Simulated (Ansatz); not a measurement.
input.yaml (Ansatz)

```yaml
crystal:
  lattice:
    - [-4.2897717623, 4.3008767209, 1.8495677636]
    - [4.3008767209, -4.2897717623, 1.8495677636]
    - [2.3939546144, 2.3939546144, -1.8292290114]
  atoms:
    - { symbol: La, position: [0.9988682082, 0.0011317918, 0.0], spin: 1.0 }
    - { symbol: La, position: [0.7511317918, 0.2488682082, 0.5], spin: 1.0 }
hamiltonian:
  xc: r2scan
  pseudopotentials:
    kind: paw
    azcp:
      La: "pseudopotentials/La.paw.azcp"
basis:
  ecutwfc: 500
  fft_grid_basis: typed
kpoints:
  mp_grid: { grid: [11, 11, 11], shift: [0, 0, 0] }
magnetization:
  spin_polarized: true
scf:
  occupations: { method: fermi_dirac, width: 0.05 }
  lower_state_search: "off"
output:
  stress: true
```

and its output:

```
Engine: ansatz 0.2.0, x86_64-unknown-linux-gnu
Pseudopotentials: kind: paw
Pseudopotential: La, paw, valence charge 11, recommended cutoff 500 eV (meta_gga) 
Functional definition: r2SCAN
  parameter k0 = 0.174
  parameter k1 = 0.065
  parameter a1 = 4.9479
  exchange = r2scan_x(k0 = k0, k1 = k1, a1 = a1)
  correlation = r2scan_c
Crystal: 2 atoms, lattice volume = 76.250 Å³
Basis set: ecut = 500 eV, 1931 PW (Γ), exchange–correlation on 192×192×120 points (64 copies of the dense FFT grid, shifted against one another)
Bands: 16, of which v1, the nominal top of the filled ones, is band 11 counted from 1 (10 counted from 0)
Symmetry: 4 space group operations
Space group: C2/c (ITA 15), of the structure as read, at distance tolerance 4.2e-5 Å
Magnetic group: BNS 15.85 (UNI 92), of the structure as read, at distance tolerance 4.2e-5 Å
k-points: 366 of 1331
Non-local potential: La, projectors of the file, l = 0: 3, l = 1: 2, l = 2: 2, l = 3: 3
PAW form: soft (Blöchl's): semilocal exchange-correlation on the pseudo side does not see the compensation charge
PAW frozen core: La, regenerated for the run's functional (the file was generated under x = pbe(κ = 0.804, μ = 0.2195149727645171), c = pbe(β = 0.06672455060314922))
PAW one-centre angular grid: La, 974 points (default); XC on 160 Gauss nodes
Initial density: superposition of atomic densities (chi_scale 0.1, normalization cell)
Starting moments: Σ|m| = 2 μB on 2 of 2 sites
Initial wavefunctions: pseudopotential atomic-orbital guess
Functional: x = r2scan, c = r2scan; τ floored in thin density (d = 2e-4 eV/Å³)
iter 1 solved again at ethr=2.75e-3 eV; its pass at ethr=3.10e-3 eV (dr2=6.04e-1 eV) is discarded
SCF iter   1: F=-12529.027245 eV  HF=-12529.127419 eV  |F-HF|=1.00e-1  |Δ(HF+E_count)|=         —  Δρ=2.87e-2 (↑2.87e-2 ↓1.40e-2)  dr2=6.11e-1  dr2_τ=5.01e-3  dr2_m=2.33e-1  M=0.780 μB ∫|m|=0.780 μB  β_m=0.30  ethr=2.75e-3  ⟨swp⟩=1.0  Hψ=88884  notcnv=0
spin=Collinear: Kerker preconditioning applied to the charge; magnetization (m = ρ↑ − ρ↓) channel mixes plain (no charge-response kernel on spin).
SCF iter   2: F=-12529.146425 eV  HF=-12529.242975 eV  |F-HF|=9.66e-2  |Δ(HF+E_count)|=   1.16e-1  Δρ=2.07e-2 (↑2.07e-2 ↓1.05e-2)  dr2=3.28e-1  dr2_τ=2.48e-3  dr2_m=1.23e-1  M=0.711 μB ∫|m|=0.711 μB  β_m=0.30  ethr=2.75e-3  ⟨swp⟩=3.9  Hψ=24064  notcnv=0  defer=1  κ⁻¹=1.0e0(r=1)
SCF iter   3: F=-12529.249046 eV  HF=-12529.180978 eV  |F-HF|=6.81e-2  |Δ(HF+E_count)|=   6.20e-2  Δρ=9.74e-3 (↑9.74e-3 ↓9.23e-3)  dr2=6.84e-3  dr2_τ=9.43e-4  dr2_m=6.18e-2  M=0.666 μB ∫|m|=0.666 μB  β_m=0.30  ethr=1.49e-3  ⟨swp⟩=6.0  Hψ=32855  notcnv=0  defer=36  κ⁻¹=5.8e-3(r=2)
...
iter 21 did not close the SCF: its close was put off for a magnetic moment that had not settled (scf_convergence_deferred on its scf_iter line)
SCF iter  21: F=-12529.268946 eV  HF=-12529.268946 eV  |F-HF|=4.73e-10  |Δ(HF+E_count)|=   4.52e-8  Δρ=3.12e-7 (↑2.84e-7 ↓3.12e-7)  dr2=3.77e-11  dr2_τ=1.83e-12  dr2_m=4.61e-11  M=0.000 μB ∫|m|=0.000 μB  β_m=1.20  ethr=1.00e-12  ⟨swp⟩=1.0  Hψ=46793  notcnv=0  κ⁻¹=5.1e-5(r=8)
SCF iter  22: F=-12529.268946 eV  HF=-12529.268946 eV  |F-HF|=5.82e-11  |Δ(HF+E_count)|=   2.43e-9  Δρ=1.77e-7 (↑1.77e-7 ↓1.72e-7)  dr2=1.88e-11  dr2_τ=8.14e-13  dr2_m=1.20e-11  M=0.000 μB ∫|m|=0.000 μB  ethr=1.00e-12  ⟨swp⟩=1.0  Hψ=37619  notcnv=0
WARN: the starting moments were not kept: the SCF closed with an absolute magnetisation of 1.8e-4 μB, where they sum to 2 μB in size (2 sites). That is at most 0.1 of that sum. Measured as dr2_m measures the in/out step, that magnetisation stands 1.3e-9 eV from none, at or under the dr2_threshold of 1.0e-7 eV: it is no larger than a step whose dr2_m would equal this threshold. The system may hold no moment; this SCF shows only that its start led to no more than that. To try another start: raise the starting moments (crystal.atoms[].spin, magnetization.per_species, magnetization.initial_magnetization, or on a non-collinear deck that types none of these the spinor_matrix: blocks that start its atoms; where the total moment is fixed, keep their sum and leave initial_magnetization as it is; typed ones take the place of any that the run laid by itself, positive ones on a crystal's lanthanoids without a Hubbard term where scf.initial_density.shell_occupations: [] is typed) or, if the notice of its spin-set hold's release reads "site moments contracting" or "site moments show no strong build", lengthen the hold (scf.mixing.spin_hold: { on: { confirm: 4 } }; for m-r²SCAN on two components see the key's manual first). Each may lead to a state that holds a moment. A second SCF, from the converged charge density, with the starting moments and any scf.initial_density.shell_occupations laid on it anew, would have followed, and was not run: the deck does not ask for one (magnetization.retry_lost_moments is false, the default). To let it run, set magnetization.retry_lost_moments: true and run the deck again, where that key's refused combinations let it; where memory then withholds it, that run's warning says so.
SCF 1 converged in 22 iterations: F = -12529.268946 eV  dr2 = 1.88e-11
this state was not tested for a lower state beside it, because the mixer in use, unlike msr1, does not test its closes by its own steps (another_mixer; see scf.mixing.algorithm and scf.lower_state_search)
SCF converged after 22 iterations
Magnetization: 0.0000 μB (11.0000 up, 11.0000 down)
Absolute magnetization: 0.0002 μB (∫|ρ↑−ρ↓|, with the PAW one-centre terms)
Spin contamination: 0.0000 ħ² per cell (⟨S²⟩ above its minimum at these occupations)
Per-site moments (μB) at R_I (Å): [(1.0937118452472039e-5, 1.4735340523550107), (1.0937118452477709e-5, 1.4735340523550107)]
Free energy (F): -12529.268946 eV
Harris-Foulkes:  -12529.268946 eV  (|F-HF|=5.82e-11)
Internal energy: -12529.239581 eV  (E = F + TS)
E sigma→0 (E₀):  -12529.254263 eV
Entropy (-TS):   -0.029365 eV (-14.682 meV/atom)
Fermi energy:    10.775265 eV
--- Per-component energies (eV) ---
  E_band       = -111.196736
  E_kinetic    = 384.589067
  E_local      = -684.445000  (includes V_loc(G=0)·N_el)
  E_nonlocal   = 185.523635
  E_hartree    = 214.955260
  E_xc         = -263.393123
  E_vxc        = -319.997990  (∫ρ·V_xc dr)
  E_paw        = -10873.537847  (= ΣΔE_a)
  E_vpaw       = -123.437486  (= ΣTr[D̂ρ^β])
  E_aug_tail   = 0.000000  (compensation charges beyond the density's cutoff)
  E_vtau       = 16.660496  (kinetic-family band-sum trace: ∫τ·v_τ [+ j·A + Jᵃ·Aᵃ] dr)
  E_ewald      = -1493.068598
  E_core_change = 0.137025  (= ΣΔE_core)
  E_smearing   = -0.029365  (= −TS)
  E_closure    = 0.000000  (closes the sum)
  Σ components = -12529.268946   (vs F -12529.268946, Δ=0.00e0)
--- Stress (GPa, compression-positive) ---
       -0.742688       0.038175      -0.088309
        0.038175      -0.742688      -0.088309
       -0.088309      -0.088309      -1.079025
  P = ⅓ Tr σ = -0.8548 GPa (-8.548 kbar)
```

Launched by

```sh
ansatz run input.yaml --threads 2 --pin off --max-ram 6144MiB --backend cpu --events-out ev --progress --plain --runs-dir out
```

On 2 threads of Intel(R) Xeon(R) 6975P-C (Granite Rapids) (shared host) this took about 78 s of wall time and 150 s of CPU time, with 1.4 GiB at the peak.
